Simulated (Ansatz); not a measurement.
# SiGe: the cost of one run

Computed with Ansatz 0.2.0 (DFT PBE, scalar-relativistic, plane waves, PAW, unless a step's input says otherwise).

## Step 1: The structure to begin with

The structure is hexagonal, space group P6/mmm (No. 191). Conventional cell: a = 3.971 Å, b = 3.971 Å, c = 5.590 Å, α = 90.00°, β = 90.00°, γ = 120.00°. Si (site symmetry -6m2) is surrounded by 3 Si at 2.29 Å and 6 Ge at 2.51 Å. Around Ge (site symmetry 6mm) lie 1 Ge at 2.04 Å and 6 Si at 2.51 Å.

As a file:

```
CELL_PARAMETERS angstrom
3.97064 0.00000 0.00000
-1.98532 3.43867 0.00000
0.00000 0.00000 5.58965
ATOMIC_POSITIONS crystal
Si 0.33333 0.66667 0.50000
Si 0.66667 0.33333 0.50000
Ge 0.00000 0.00000 0.68222
Ge 0.00000 0.00000 0.31778
```

The cell is invented: random cell by space group and Wyckoff sites (P6/mmm, No. 191). Its size is a rough estimate.

## Step 2: The guess as it stands, on a coarse mesh

Input file input.yaml:

```yaml
crystal:
  lattice:
    - [3.97063949, 0.0, 0.0]
    - [-1.98531974, 3.43867466, 0.0]
    - [0.0, 0.0, 5.58965224]
  atoms:
    - { symbol: Si, position: [0.33333333, 0.66666667, 0.5] }
    - { symbol: Si, position: [0.66666667, 0.33333333, 0.5] }
    - { symbol: Ge, position: [0.0, 0.0, 0.68222085] }
    - { symbol: Ge, position: [0.0, 0.0, 0.31777915] }
basis:
  ecutwfc: 420
kpoints:
  mp_grid: { grid: [6, 6, 4] }
hamiltonian:
  xc: pbe
scf:
  occupations: { method: gaussian, width: 0.1 }
  lower_state_search: "off"
output:
  forces: true
  stress: true
  eigenvalues: true
```

Command:

```sh
ansatz run input.yaml --threads 1 --pin off --max-ram 2560MiB --backend cpu --events-out ev --progress --plain --runs-dir out
```

Q: Estimate wall time and peak memory on 1 thread of Arm Neoverse V1, shared host.

About 2.4 s, with a peak of 0.33 GiB.
